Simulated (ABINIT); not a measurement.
# InP (F-43m) in ABINIT: a series of runs

Aim: see how the results for InP move with the level of theory and the settings. Levels: r2SCAN, PBEsol, PBE. Tasks: single point.

Everything below comes from runs of ABINIT 10.8.3 (patched build). Logs are shortened: lines on timing, memory, paths and dates and some standing lists are left out, and cuts for length are marked. The log counts tension as positive stress, the text compression.

**Measured values to compare with.**

From a printed reference work, data compilation, for a bulk crystal of InP at 1.6 K: band gap 1.4236 eV (direct).

The runs below are set against these values where they give the same quantity.

**1. Starting point**

Symmetry: F-43m, No. 216, cubic system. The conventional cell has a = 5.861 Å, b = 5.861 Å, c = 5.861 Å, α = 90.00°, β = 90.00°, γ = 90.00°. Around In (site symmetry -43m) lie 4 P at 2.54 Å. P (site symmetry -43m) is surrounded by 4 In at 2.54 Å.

**2. Single point, r2SCAN**

File run.abi:

```
# Pseudopotentials
pp_dirpath "./"
pseudos "In.GGA_PBE-JTH.xml, P.GGA_PBE-JTH.xml"

# Structure
acell 3*1.0
rprim
     0.0000000000     5.5378424082     5.5378424082
     5.5378424082     0.0000000000     5.5378424082
     5.5378424082     5.5378424082     0.0000000000
ntypat 2
znucl 49 15
natom 2
typat 1 2
xcart
     0.0000000000     0.0000000000     0.0000000000
     4.3957500000     4.3957500000     4.3957500000 Angstrom

# Plane-wave basis
ecut 653.073270 eV
pawecutdg 46.0

# k points
kptopt 1
ngkpt 5 5 5
nshiftk 1
shiftk 0.0 0.0 0.0

# Exchange and correlation
ixc -497498
usekden 1
pawxcdev 0

# Bands and occupations
nband 13
occopt 3
tsmear 0.00183747

# SCF cycle
nstep 100
tolvrs 1.0e-8

# Output
iomode 3
prtwf 0
prtden 0
prteig 0
prtebands 0
enunit 1
```

Potentials or basis: JTH PAW PBE v2.0.

The run is started by

```
abinit run.abi > log 2>&1
```

run.abo:

```text
.Version 10.8.3 of ABINIT
 Symmetries : space group F-4 3 m (#216); Bravais cF (face-center cubic)
================================================================================
 Values of the parameters that define the memory need of the present run
     intxc =       0    ionmov =       0      iscf =      17    lmnmax =      18
     lnmax =       6     mgfft =      36  mpssoang =       3    mqgrid =    3001
     natom =       2  nloc_mem =       2    nspden =       1   nspinor =       1
    nsppol =       1      nsym =      24    n1xccc =       1    ntypat =       2
    occopt =       3   xclevel =       2
       mpw =        1924          nfft =       46656          nkpt =          10
 PAW method is used; the additional fine FFT grid is defined by:
   mgfftf=        48    nfftf =    110592
================================================================================
================================================================================

--------------------------------------------------------------------------------
------------- Echo of variables that govern the present computation ------------
--------------------------------------------------------------------------------
 -outvars: echo values of preprocessed input variables --------
            acell      1.0000000000E+00  1.0000000000E+00  1.0000000000E+00 Bohr
              amu      1.14820000E+02  3.09737620E+01
             ecut      2.40000000E+01 Hartree
           enunit           1
              ixc     -497498
         kptrlatt        5    0    0      0    5    0      0    0    5
          kptrlen      3.91584592E+01
            natom           2
            nband          13
            ngfft          36      36      36
          ngfftdg          48      48      48
             nkpt          10
            nstep         100
             nsym          24
           ntypat           2
           occopt           3
        pawecutdg      4.60000000E+01 Hartree
         pawxcdev           0
           prtden           0
        prtebands           0
           prteig           0
          prtkden           1
            prtwf           0
            rprim      0.0000000000E+00  5.5378424082E+00  5.5378424082E+00
                       5.5378424082E+00  0.0000000000E+00  5.5378424082E+00
                       5.5378424082E+00  5.5378424082E+00  0.0000000000E+00
          spgroup         216
           tolvrs      1.00000000E-08
           tsmear      1.83747000E-03 Hartree
            typat      1  2
          usekden           1
           useylm           1
           xangst      0.0000000000E+00  0.0000000000E+00  0.0000000000E+00
                       4.3957499970E+00  4.3957499970E+00  4.3957499970E+00
            xcart      0.0000000000E+00  0.0000000000E+00  0.0000000000E+00
                       8.3067636123E+00  8.3067636123E+00  8.3067636123E+00
             xred      0.0000000000E+00  0.0000000000E+00  0.0000000000E+00
                       7.5000000000E-01  7.5000000000E-01  7.5000000000E-01
            znucl       49.00000   15.00000

================================================================================

 chkinp: Checking input parameters for consistency.

================================================================================
== DATASET  1 ==================================================================

--- !DatasetInfo
iteration_state: {dtset: 1, }
dimensions: {natom: 2, nkpt: 10, mband: 13, nsppol: 1, nspinor: 1, nspden: 1, mpw: 1924, }
cutoff_energies: {ecut:  24.0, pawecutdg:  46.0, }
electrons: {nelect:   1.80000000E+01, charge:   0.00000000E+00, occopt:   3.00000000E+00, tsmear:   1.83747000E-03, }
meta: {optdriver: 0, ionmov: 0, optcell: 0, iscf: 17, paral_kgb: 0, }
...

 Real(R)+Recip(G) space primitive vectors, cartesian coordinates (Bohr,Bohr^-1):
 R(1)=  0.0000000  5.5378424  5.5378424  G(1)= -0.0902879  0.0902879  0.0902879
 R(2)=  5.5378424  0.0000000  5.5378424  G(2)=  0.0902879 -0.0902879  0.0902879
 R(3)=  5.5378424  5.5378424  0.0000000  G(3)=  0.0902879  0.0902879 -0.0902879
 Unit cell volume ucvol=  3.3966576E+02 bohr^3
 Angles (23,13,12)=  6.00000000E+01  6.00000000E+01  6.00000000E+01 degrees

 Coarse grid specifications (used for wave-functions):

 getcut: wavevector=  0.0000  0.0000  0.0000  ngfft=  36  36  36
         ecut(hartree)=     24.000   => boxcut(ratio)=   2.08438

 Fine grid specifications (used for densities):

 getcut: wavevector=  0.0000  0.0000  0.0000  ngfft=  48  48  48
         ecut(hartree)=     46.000   => boxcut(ratio)=   2.00744

--- Pseudopotential description ------------------------------------------------
- pspini: atom type   1  psp file is ./In.GGA_PBE-JTH.xml
 Pseudopotential format is: paw10
 basis_size (lnmax)=  6 (lmn_size= 18), orbitals=   0   0   1   1   2   2
 Spheres core radius: rc_sph= 2.50644782
 Shapefunction is BESSEL type: shapef(r,l)=aa(1,l)*jl(q(1,l)*r)+aa(2,l)*jl(q(2,l)*r)
 Radius for shape functions =  1.40569481
 Compensation charge density is not taken into account in XC energy/potential

- pspini: atom type   2  psp file is ./P.GGA_PBE-JTH.xml
 Pseudopotential format is: paw10
 basis_size (lnmax)=  4 (lmn_size=  8), orbitals=   0   0   1   1
 Spheres core radius: rc_sph= 1.60765221
 Shapefunction is SIN type: shapef(r)=[sin(pi*r/rshp)/(pi*r/rshp)]**2
 Radius for shape functions =  1.60765221
 Compensation charge density is not taken into account in XC energy/potential

   4.69646342E+02                                ecore*ucvol(ha*bohr**3)
--------------------------------------------------------------------------------

================================================================================

--- !BeginCycle
iteration_state: {dtset: 1, }
solver: {iscf: 17, nstep: 100, nline: 4, wfoptalg: 10, }
tolerances: {tolvrs: 1.00E-08, }
...

     iter   Etot(hartree)      deltaE(h)  residm     nres2
 ETOT  1  -43.721529370420    -4.372E+01 1.252E-01 3.913E+00
 ETOT  2  -43.599577198882     1.220E-01 1.201E-02 1.850E+00
 ETOT  3  -43.598999465011     5.777E-04 6.895E-04 5.591E-01
 ETOT  4  -43.598945853554     5.361E-05 2.813E-04 1.894E-02
 ETOT  5  -43.598976475153    -3.062E-05 3.182E-05 8.229E-04
 ETOT  6  -43.598978257160    -1.782E-06 1.450E-05 2.969E-04
 ETOT  7  -43.598978346088    -8.893E-08 2.061E-06 1.262E-05
 ETOT  8  -43.598978349700    -3.611E-09 2.302E-06 3.628E-07
 ETOT  9  -43.598978349887    -1.875E-10 1.543E-06 4.227E-08
 ETOT 10  -43.598978350035    -1.475E-10 2.076E-06 4.236E-09

 At SCF step   10       nres2   =  4.24E-09 < tolvrs=  1.00E-08 =>converged.

Result for kinetic energy density :

--------------------------------------------------------------------------------
 Total kinetic energy density [Ha/Bohr^3]
)     Maximum=    1.0931E+00  at reduced coord.    0.0417    0.0417    0.8958
)     Minimum=    9.7591E-04  at reduced coord.    0.2500    0.2500    0.2500
   Integrated=    1.6486E+01
--------------------------------------------------------------------------------

 Cartesian components of stress tensor (hartree/bohr^3)
  sigma(1 1)= -5.73505189E-05  sigma(3 2)=  0.00000000E+00
  sigma(2 2)= -5.73505189E-05  sigma(3 1)=  0.00000000E+00
  sigma(3 3)= -5.73505189E-05  sigma(2 1)=  0.00000000E+00

--- !ResultsGS
iteration_state: {dtset: 1, }
comment   : Summary of ground state results
lattice_vectors:
- [  0.0000000,   5.5378424,   5.5378424, ]
- [  5.5378424,   0.0000000,   5.5378424, ]
- [  5.5378424,   5.5378424,   0.0000000, ]
lattice_lengths: [   7.83169,    7.83169,    7.83169, ]
lattice_angles: [ 60.000,  60.000,  60.000, ] # degrees, (23, 13, 12)
lattice_volume:   3.3966576E+02
convergence: {deltae: -1.475E-10, res2:  4.236E-09, residm:  2.076E-06, diffor: null, }
etotal    :  -4.35989784E+01
entropy   :   0.00000000E+00
fermie    :   1.87793772E-01
cartesian_stress_tensor: # hartree/bohr^3
- [ -5.73505189E-05,   0.00000000E+00,   0.00000000E+00, ]
- [  0.00000000E+00,  -5.73505189E-05,   0.00000000E+00, ]
- [  0.00000000E+00,   0.00000000E+00,  -5.73505189E-05, ]
pressure_GPa:   1.6873E+00
xred      :
- [  0.0000E+00,   0.0000E+00,   0.0000E+00, In]
- [  7.5000E-01,   7.5000E-01,   7.5000E-01,  P]
cartesian_forces: # hartree/bohr
- [  4.86226408E-29,   4.86226408E-29,  -1.45867922E-28, ]
- [ -4.86226408E-29,  -4.86226408E-29,   1.45867922E-28, ]
force_length_stats: {min:   1.61263056E-28, max:   1.61263056E-28, mean:   1.61263056E-28, }
...

 Integrated electronic density in atomic spheres:
 ------------------------------------------------
 Atom  Sphere_radius  Integrated_density
    1        2.50645         11.22390753
    2        1.60765          1.57607833

================================================================================

 ----iterations are completed or convergence reached----

 Mean square residual over all n,k,spin=   17.380E-09; max=  20.764E-07
 reduced coordinates (array xred) for    2 atoms
       0.000000000000      0.000000000000      0.000000000000
       0.750000000000      0.750000000000      0.750000000000
 rms dE/dt=  7.6160E-28; max dE/dt=  1.0771E-27; dE/dt below (all hartree)
    1       0.000000000000      0.000000000000      0.000000000000
    2      -0.000000000000     -0.000000000000      0.000000000000

 cartesian coordinates (angstrom) at end:
    1      0.00000000000000     0.00000000000000     0.00000000000000
    2      4.39574999700532     4.39574999700532     4.39574999700532

 cartesian forces (hartree/bohr) at end:
    1      0.00000000000000     0.00000000000000    -0.00000000000000
    2     -0.00000000000000    -0.00000000000000     0.00000000000000
 frms,max,avg= 9.3105269E-29 1.4586792E-28   0.000E+00  0.000E+00  0.000E+00 h/b

 cartesian forces (eV/Angstrom) at end:
    1      0.00000000000000     0.00000000000000    -0.00000000000000
    2     -0.00000000000000    -0.00000000000000     0.00000000000000
 frms,max,avg= 4.7876654E-27 7.5008302E-27   0.000E+00  0.000E+00  0.000E+00 e/A
 length scales=  1.000000000000  1.000000000000  1.000000000000 bohr
              =  0.529177210544  0.529177210544  0.529177210544 angstroms
 Fermi (or HOMO) energy (eV) =   5.11013   Average Vxc (eV)=  -9.87667
 Eigenvalues (   eV  ) for nkpt=  10  k points:
 kpt#   1, nband= 13, wtk=  0.00800, kpt=  0.0000  0.0000  0.0000 (reduced coord)
 -10.16375  -10.16375  -10.16375   -9.99601   -9.99601   -7.49723    4.51879    4.51879
   4.51879    5.64648    8.94530    8.94530    8.94530
 prteigrs : prtvol=0 or 1, do not print more k-points.

--- !EnergyTerms
iteration_state     : {dtset: 1, }
comment             : Components of total free energy in Hartree
kinetic             :  1.64864867700536E+01
hartree             :  2.39044076624098E+01
xc                  : -9.43758347514043E+00
Ewald energy        : -4.48602020983076E+01
psp_core            :  1.38267200478626E+00
local_psp           : -6.48083779995387E+01
PAW spherical_terms :  3.37336228055813E+01
internal            : -4.35989743301558E+01
'-kT*entropy'       : -1.58473615691742E-08
total_energy        : -4.35989743460032E+01
total_energy_eV     : -1.18638853085771E+03
...

--- !EnergyTermsDC
iteration_state     : {dtset: 1, }
comment             : '"Double-counting" decomposition of free energy'
band_energy         : -3.78157081758625E+00
Ewald energy        : -4.48602020983076E+01
psp_core            :  1.38267200478626E+00
xc_dc               : -2.61715132942826E+01
PAW spherical_terms :  2.98316358712027E+01
internal            : -4.35989783341874E+01
'-kT*entropy'       : -1.58473615691742E-08
total_energy_dc     : -4.35989783500348E+01
total_energy_dc_eV  : -1.18638863981296E+03
...

--- !EnergyTermsWithPAWCore
iteration_state     : {dtset: 1, }
comment             : 'Components of total free energy, including PAW core contributions'
Total energy        : -6.22449173673897E+03
Total energy DC     : -6.22449174074300E+03
Total energy (eV)   : -1.69377048833321E+05
Total energy DC (eV): -1.69377048942276E+05
...

 Cartesian components of stress tensor (hartree/bohr^3)
  sigma(1 1)= -5.73505189E-05  sigma(3 2)=  0.00000000E+00
  sigma(2 2)= -5.73505189E-05  sigma(3 1)=  0.00000000E+00
  sigma(3 3)= -5.73505189E-05  sigma(2 1)=  0.00000000E+00

-Cartesian components of stress tensor (GPa)         [Pressure=  1.6873E+00 GPa]
- sigma(1 1)= -1.68731052E+00  sigma(3 2)=  0.00000000E+00
- sigma(2 2)= -1.68731052E+00  sigma(3 1)=  0.00000000E+00
- sigma(3 3)= -1.68731052E+00  sigma(2 1)=  0.00000000E+00

== END DATASET(S) ==============================================================
================================================================================

 -outvars: echo values of variables after computation  --------
            acell      1.0000000000E+00  1.0000000000E+00  1.0000000000E+00 Bohr
           etotal     -4.3598978350E+01
            fcart      4.8622640817E-29  4.8622640817E-29 -1.4586792245E-28
                      -4.8622640817E-29 -4.8622640817E-29  1.4586792245E-28
            rprim      0.0000000000E+00  5.5378424082E+00  5.5378424082E+00
                       5.5378424082E+00  0.0000000000E+00  5.5378424082E+00
                       5.5378424082E+00  5.5378424082E+00  0.0000000000E+00
           strten     -5.7350518895E-05 -5.7350518895E-05 -5.7350518895E-05
                       0.0000000000E+00  0.0000000000E+00  0.0000000000E+00
           xangst      0.0000000000E+00  0.0000000000E+00  0.0000000000E+00
                       4.3957499970E+00  4.3957499970E+00  4.3957499970E+00
             xred      0.0000000000E+00  0.0000000000E+00  0.0000000000E+00
                       7.5000000000E-01  7.5000000000E-01  7.5000000000E-01
 Calculation completed.
```

Run time: 34 s. Hardware: 1 thread of Intel Xeon Platinum 8375C at 2.90GHz (Ice Lake), shared host; peak memory 0.14 GiB.

What came out:

```yaml
Free_energy: -1186.3886 eV
Pressure: 1.7 GPa
Band_gap_on_the_k_mesh: 1.13 eV, direct
Valence_electrons_inside_the_program's_atomic_spheres: In 11.22; P 1.58
```

Caveat: totals of a meta-GGA on PAW files have another zero than those of a GGA; the PAW data sets were made with another functional, which shifts forces and pressure a little; spin-orbit coupling is left out, which moves the levels of the heavy elements.

**3. Single point, PBEsol**

File run.abi:

```
# Pseudopotentials
pp_dirpath "./"
pseudos "In.GGA_PBE-JTH.xml, P.GGA_PBE-JTH.xml"

# Structure
acell 3*1.0 Angstrom
rprim
     0.0000000000     2.9305000000     2.9305000000
     2.9305000000     0.0000000000     2.9305000000
     2.9305000000     2.9305000000     0.0000000000
ntypat 2
znucl 49 15
natom 2
typat 1 2
xcart
     0.0000000000     0.0000000000     0.0000000000
     8.3067636123     8.3067636123     8.3067636123

# Plane-wave basis
ecut 20.0
pawecutdg 40.0

# k points
kptopt 1
ngkpt 5 5 5
nshiftk 1
shiftk 0.0 0.0 0.0

# Exchange and correlation
ixc -116133

# Bands and occupations
nband 13
occopt 3
tsmear 0.00183747

# SCF cycle
nstep 100
tolvrs 1.0e-9

# Output
iomode 3
prtwf 0
prtden 0
prteig 0
prtebands 0
enunit 1
```

Potentials or basis: JTH PAW PBE v2.0.

The run is started by

```
abinit run.abi > log 2>&1
```

Wall time 11 s (1 thread of Intel Xeon Platinum 8375C at 2.90GHz (Ice Lake), shared host); peak memory 0.1 GiB.

It converged, with:

| Item | Value |
| --- | --- |
| Free energy | -1760.8703 eV |
| Band gap on the k mesh | 0.59 eV, direct |
| Valence electrons inside the program's atomic spheres | In 11.25; P 1.58 |

Levels at points of the mesh, in eV from the valence-band top:
| k point | band 5 | band 6 | band 7 | band 8 | band 9 | band 10 | band 11 | band 12 | band 13 |
| --- | --- | --- | --- | --- | --- | --- | --- | --- | --- |
| (0.00, 0.00, 0.00) | -14.03 | -11.56 | 0.00 | 0.00 | 0.00 | 0.59 | 3.99 | 3.99 | 3.99 |

Caveat: the cutoff is too short for stress, so the log's stress isn't used; the PAW data sets were made with another functional, which shifts forces and pressure a little; spin-orbit coupling is left out, which moves the levels of the heavy elements.

[end of part 1 of 2]
